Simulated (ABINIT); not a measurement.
Here is an ABINIT 10.8.3 (patched build) calculation.

run.abi

```
# Pseudopotentials
pp_dirpath "./"
pseudos "W.upf, Si.upf"

# Structure
acell 3*1.0 Angstrom
rprim
    -1.6069000000     1.6069000000     3.9149500000
     1.6069000000    -1.6069000000     3.9149500000
     1.6069000000     1.6069000000    -3.9149500000
ntypat 2
znucl 74 14
natom 3
typat 1 2 2
xcart
     0.0000000000     0.0000000000     0.0000000000
     0.0000000000     0.0000000000     9.8440226878
     0.0000000000     0.0000000000     4.9523438954

# Plane-wave basis
ecut 31.0

# k points
kptopt 1
ngkpt 9 9 9
nshiftk 1
shiftk 0.0 0.0 0.0

# Exchange and correlation
ixc -116133

# Bands and occupations
nband 15
occopt 3
tsmear 0.00183747

# SCF cycle
nstep 100
tolvrs 1.0e-10

# Output
iomode 3
prtwf 0
prtden 0
prteig 0
prtebands 0
enunit 1
```

Potentials or basis: PseudoDojo NC SR PBEsol v0.4.1 standard.

Launch:

```sh
$ abinit run.abi > log 2>&1
```

Q: What does it give for the band gap on the k mesh?

A: None (metal or under the smearing width).

Q: What does it give for the largest force?

A: 0.008 eV/Å.

Q: What does it give for the pressure?

A: -2.0 GPa.

Forces on the atoms (eV/Å):
```
W    0.000  0.000  0.000
Si   0.000  0.000 -0.008
Si   0.000  0.000  0.008
```

Caveat: the cutoff is short for stress, so the pressure is rough. Spin-orbit coupling is left out, which matters for the levels of W.
